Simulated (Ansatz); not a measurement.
A run of Ansatz 0.2.0 is set up as follows.

input.yaml

```yaml
crystal:
  lattice:
    - [-2.9888745628, 2.9888745628, 5.6642966801]
    - [2.9888745628, -2.9888745628, 5.6642966801]
    - [2.9888745628, 2.9888745628, -5.6642966801]
  atoms:
    - { symbol: Cd, position: [0.5, 0.5, 0.0] }
    - { symbol: Cd, position: [0.25, 0.75, 0.5] }
    - { symbol: As, position: [0.09621757, 0.125, 0.47121757] }
    - { symbol: As, position: [0.375, 0.90378243, 0.02878243] }
    - { symbol: As, position: [0.65378243, 0.625, 0.52878243] }
    - { symbol: As, position: [0.875, 0.34621757, 0.97121757] }
    - { symbol: Ge, position: [0.75, 0.25, 0.5] }
    - { symbol: Ge, position: [0.0, 0.0, 0.0] }
kpoints:
  mp_grid: { grid: [6, 6, 6] }
  band_path:
    path:
      - [0.0, 0.0, 0.0]
      - [0.0, 0.0, 0.5]
      - [-0.1392173611, 0.1392173611, 0.5]
      - [-0.3196086806, 0.3196086806, 0.3196086806]
      - [0.0, 0.0, 0.0]
      - [0.5, 0.5, -0.5]
      - [0.3196086806, 0.6803913194, -0.3196086806]
      - [0.0, 0.5, 0.0]
    npoints: 12
scf:
  occupations: { method: fermi_dirac, width: 0.05 }
hamiltonian:
  xc: pbe
  pseudopotentials: { kind: all_electron, lapw: { basis_error: 0.002 } }
output:
  forces: true
  stress: true
  eigenvalues: true
```

Potentials or basis: all-electron LAPW, scalar-relativistic.

Launch:

```console
$ ansatz run input.yaml --threads 4 --pin off --max-ram 12288MiB --backend cpu --events-out ev --progress --plain --runs-dir out
```

Q: Predict the pressure.

A: 2.2 GPa.

Q: Predict the band gap on the k mesh.

A: 0.19 eV, indirect (least direct gap 0.21 eV).

Forces in eV/Å, atoms in the order of the input:
```
Cd   0.000  0.000  0.000
Cd   0.000  0.000  0.000
As   0.000  0.140  0.000
As  -0.140  0.000  0.000
As   0.000 -0.140  0.000
As   0.140  0.000  0.000
Ge   0.000  0.000  0.000
Ge   0.000  0.000  0.000
```

Caveat: the mesh misses the band edges, which the band path finds closer together.

**Experimental background.**

From a printed reference work, data compilation, original work of 1975, for a bulk crystal of CdGeAs2 at 300 K: band gap 0.57 eV (direct).

Measured direct gap of CdGeAs2: 0.57 eV (direct; 300 K; a printed reference work, data compilation, original work of 1975). This calculation gives 0.18 eV (-0.39 eV). Spin-orbit coupling on As, Cd, Ge is left out. The value is that of PBE, without temperature or zero-point motion. Semilocal functionals fall short of measured gaps as a rule. The cell is a database's relaxed one, not the measured one, which moves gaps too.
